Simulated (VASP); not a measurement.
Here is a VASP 6.6.1 calculation.

The input POSCAR:

```
Sr                                      
1.0
    0.0000000000      3.0108223025      3.0108223025
    3.0108223025     -0.0000000000      3.0108223025
    3.0108223025      3.0108223025     -0.0000000000
  Sr            
     1
Direct
     0.0000000000000000    0.0000000000000000    0.0000000000000000
```

The input INCAR.step1:

```
SYSTEM = Sr
ALGO = Normal ; EDIFF = 1E-5
ENCUT = 450 ; GGA = PE
ISIF = 2 ; ISMEAR = 1
KPAR = 4 ; LASPH = .TRUE.
LCHARG = .FALSE. ; LREAL = .FALSE.
LWAVE = .TRUE. ; NBANDS = 11
NELM = 120 ; PREC = Accurate
SIGMA = 0.1
```

Contents of INCAR.step2:

```
SYSTEM = Sr
ALGO = Normal ; EDIFF = 1E-6
ENCUT = 450 ; GGA = PE
HFSCREEN = 0.2 ; ISIF = 2
ISMEAR = 1 ; ISTART = 1
KPAR = 4 ; LASPH = .TRUE.
LCHARG = .FALSE. ; LHFCALC = .TRUE.
LREAL = .FALSE. ; LWAVE = .FALSE.
NBANDS = 11 ; NELM = 120
PREC = Accurate ; PRECFOCK = Fast
SIGMA = 0.1
```

File KPOINTS:

```
k-points
0
G
  7 7 7
  0 0 0
```

Potentials or basis: VASP PAW PBE potentials, release 64 (Sr_sv).

Command:

```console
$ cat potpaw_PBE.64/Sr_sv/POTCAR > POTCAR
$ cp INCAR.step1 INCAR
$ mpirun -np 4 vasp_std > vasp.out
$ cp INCAR.step2 INCAR
$ mpirun -np 4 vasp_std > vasp.out
```

**Question.** What does it give for the band gap on the k mesh?

**Answer.** None (metal or under the smearing width).

**Question.** Predict the pressure.

**Answer.** 0.7 GPa.

Caveat: the PAW data sets were made with another functional, which shifts forces and pressure a little.
